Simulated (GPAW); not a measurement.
# Ge (Fmmm) in GPAW: settings compared, part 2 of 2

GPAW 26.7.0. The steps go on from the part before.

**3. Relaxation of cell and atoms, PBEsol+D3**

Input file run.py:

```python
from ase import Atoms
from ase.calculators.mixing import SumCalculator
from ase.filters import FrechetCellFilter
from ase.io import write
from ase.optimize import BFGS
from dftd3.ase import DFTD3
from gpaw import GPAW, PW, setup_paths

setup_paths.insert(0, '.')

atoms = Atoms(['Ge', 'Ge', 'Ge', 'Ge'],
              cell=[[0.0, 2.88574, 5.115665],
                    [2.630497, 0.0, 5.115665],
                    [2.630497, 2.88574, 0.0]],
              scaled_positions=[[0.72649, 0.27351, 0.72649],
                                [0.27351, 0.72649, 0.27351],
                                [0.218133, 0.218133, 0.781867],
                                [0.781867, 0.781867, 0.218133]],
              pbc=True)

calc = GPAW(mode=PW(600),
            xc='PBEsol',
            kpts={'size': (5, 5, 5), 'gamma': True},
            occupations={'name': 'fermi-dirac', 'width': 0.05},
            nbands=18,
            convergence={'density': 1e-05, 'forces': 0.0001},
            maxiter=150,
            txt='gpaw.txt')
atoms.calc = SumCalculator([calc, DFTD3(method='pbesol', damping='d3zero')])
opt = BFGS(FrechetCellFilter(atoms), trajectory='relax.traj', logfile='-')
done = opt.run(fmax=0.02, steps=60)
calc.write('gs.gpw')
write('result.traj', atoms)
print('Converged:', done)
print('Cell:', atoms.cell.cellpar().round(4))
print('Volume:', round(atoms.get_volume(), 4))
print(atoms.get_scaled_positions().round(5))
```

Potentials or basis: PAW data sets generated in the run's folder for this functional, pw.

On the command line:

```console
gpaw-setup -f PBEsol Ge
OMP_NUM_THREADS=1 python run.py
```

gpaw.txt:

```text
__  _  _
 | _ |_)|_||  |
 |__||  | ||/\| - 26.7.0

Input parameters:
  mode=PW(ecut=600.0),
  convergence={'density': 1e-05, 'forces': 0.0001},
  kpts=MonkhorstPack(size=(5, 5, 5), gamma=True),
  maxiter=150,
  nbands=18,
  occupations=Occupations(name='fermi-dirac', width=0.05),
  xc=XC(name='PBEsol')

Diagonalizing LCAO Hamiltonian
Converting LCAO to pw mode

        Ge

         Ge

       Ge

        Ge

Atoms  # Å, Bohr magnetons
|   | symbol |        x |        y |        z |    initial magnetic moments |
|---|--------|----------|----------|----------|-----------------------------|
[... 674 lines left out ...]
| 5 |  σ   |  0,-1, 1, -1, 0, 1,  0, 0, 1 |
| 6 |  i   | -1, 0, 0,  0,-1, 0,  0, 0,-1 |
| 7 |  C2  | -1, 0, 0, -1, 0, 1, -1, 1, 0 |
[... 624 lines left out ...]
Atoms  # Å, Bohr magnetons
|   | symbol |        x |        y |        z |    initial magnetic moments |
|---|--------|----------|----------|----------|-----------------------------|
| 0 |     Ge | 2.572744 | 4.104658 | 4.962567 | ( 0.0000,  0.0000,  0.0000) |
| 1 |     Ge | 2.572744 | 1.565682 | 4.962567 | ( 0.0000,  0.0000,  0.0000) |
| 2 |     Ge | 2.572744 | 2.835170 | 2.158582 | ( 0.0000,  0.0000,  0.0000) |
| 3 |     Ge | 2.572744 | 2.835170 | 7.766552 | ( 0.0000,  0.0000,  0.0000) |

Unit cell  # Å
| periodic |        x |         y |         z |  lengths |    angles |
|----------|----------|-----------|-----------|----------|-----------|
|      yes | 0.000000 |  2.835170 |  4.962567 | 5.715353 | 71.983385 |
|      yes | 2.572744 | -0.000000 |  4.962567 | 5.589819 | 68.447222 |
|      yes | 2.572744 |  2.835170 | -0.000000 | 3.828472 | 39.569393 |

Number of symmetries: 8
Symmetry operations  # r_c * U_cc + t_c -> r_c
|   | kind |            matrix            |
|---|------|------------------------------|
| 0 |  σ   |  1, 0, 0,  1, 0,-1,  1,-1, 0 |
| 1 |  E   |  1, 0, 0,  0, 1, 0,  0, 0, 1 |
| 2 |  C2  |  0, 1,-1,  1, 0,-1,  0, 0,-1 |
| 3 |  σ   |  0, 1,-1,  0, 1, 0, -1, 1, 0 |
| 4 |  C2  |  0,-1, 1,  0,-1, 0,  1,-1, 0 |
| 5 |  σ   |  0,-1, 1, -1, 0, 1,  0, 0, 1 |
| 6 |  i   | -1, 0, 0,  0,-1, 0,  0, 0,-1 |
| 7 |  C2  | -1, 0, 0, -1, 0, 1, -1, 1, 0 |
[... 821 lines left out ...]
Forces  # eV/Ang
|        x |        y |        z |
|----------|----------|----------|
|  0.00000 |  0.00753 |  0.00000 |  # Ge   0
|  0.00000 | -0.00753 | -0.00000 |  # Ge   1
|  0.00000 |  0.00000 |  0.00078 |  # Ge   2
| -0.00000 |  0.00000 | -0.00078 |  # Ge   3

# Writing to gs.gpw (mode='')
```

stdout:

```text
<dir> UserWarning: The angles between your unit-cell vectors are 72.1, 68.7 and 39.2 degrees.  Results may be wrong!  Please Niggli-reduce your unit-cell so that the angles are closer to 90 degrees:

  from ase.build import niggli_reduce
  niggli_reduce(atoms)

  warnings.warn(
<dir> UserWarning: Initial realspace grid (35,35,24) inconsistent with symmetries.
[... 32 lines left out ...]
BFGS:    1      -19.511511        0.557816
BFGS:    2      -19.578163        0.146581
BFGS:    3      -19.579482        0.057620
BFGS:    4      -19.579603        0.053408
BFGS:    5      -19.580879        0.054770
BFGS:    6      -19.581086        0.040257
BFGS:    7      -19.581080        0.026538
BFGS:    8      -19.581051        0.021797
BFGS:    9      -19.581004        0.015089
Converged: True
Cell: [ 5.7141  5.5857  3.836  71.9689 68.3613 39.6698]
Volume: 72.5823
[[0.72351 0.27649 0.72351]
 [0.27649 0.72351 0.27649]
 [0.2177  0.2177  0.7823 ]
 [0.7823  0.7823  0.2177 ]]
```

It took 6.2 min on 1 thread of Arm Neoverse V1, shared host; peak memory 0.28 GiB.

Results:

- Free energy: -19.5909 eV
- Relaxed volume: 18.15 Å³/atom
- Relaxed cell: a = 5.714 Å, b = 5.586 Å, c = 3.836 Å, α = 71.97°, β = 68.36°, γ = 39.67°
- Space group after relaxing (to 0.05 Å): Fmmm (No. 69)
- Energy gained by relaxing: 20.9 meV/atom
- Ionic steps: 10
- Pressure after relaxing: 0.0 GPa
- Largest force after relaxing: 0.004 eV/Å
- Band gap on the k mesh: none (metal or under the smearing width)
- Dispersion energy per atom: -0.148 eV

Forces in eV/Å, atoms in the order of the input:
```
Ge   0.000  0.004  0.000
Ge   0.000 -0.004  0.000
Ge   0.000  0.000 -0.003
Ge   0.000  0.000  0.003
```

The path:
| step | energy change (eV) | largest force (eV/Å) | pressure (GPa) | volume (Å³) |
| --- | --- | --- | --- | --- |
| 1 | 0.0000 | 0.0847 | -4.77 | 77.67 |
| 2 | -0.0142 | 0.0785 | -4.39 | 77.19 |
| 3 | -0.0808 | 0.0346 | 0.65 | 72.12 |
| 4 | -0.0821 | 0.0210 | -0.07 | 72.72 |
| 5 | -0.0823 | 0.0204 | -0.04 | 72.69 |
| 6 | -0.0835 | 0.0050 | 0.27 | 72.36 |
| 7 | -0.0837 | 0.0011 | 0.20 | 72.40 |
| 8 | -0.0837 | 0.0046 | 0.04 | 72.52 |
| 9 | -0.0837 | 0.0046 | 0.00 | 72.55 |
| 10 | -0.0837 | 0.0043 | -0.04 | 72.58 |

Final structure:
```yaml
crystal:
  lattice:
    - [0.00000, 2.84304, 4.95659]
    - [2.57534, 0.00000, 4.95659]
    - [2.57534, 2.84304, 0.00000]
  atoms:
    - { symbol: Ge, position: [0.72351, 0.27649, 0.72351] }
    - { symbol: Ge, position: [0.27649, 0.72351, 0.27649] }
    - { symbol: Ge, position: [0.21770, 0.21770, 0.78230] }
    - { symbol: Ge, position: [0.78230, 0.78230, 0.21770] }
```

Levels at points of the mesh, in eV from the Fermi level:
| k point | band 6 | band 7 | band 8 | band 9 | band 10 | band 11 |
| --- | --- | --- | --- | --- | --- | --- |
| (0.00, 0.00, 0.00) | -2.44 | -2.02 | -1.89 | -1.67 | 2.80 | 3.62 |

Caveat: later steps reuse the first step's grids; pairwise dispersion overbinds metals, which lowers pressure and volume; the program warned that so skewed a cell can give wrong results.
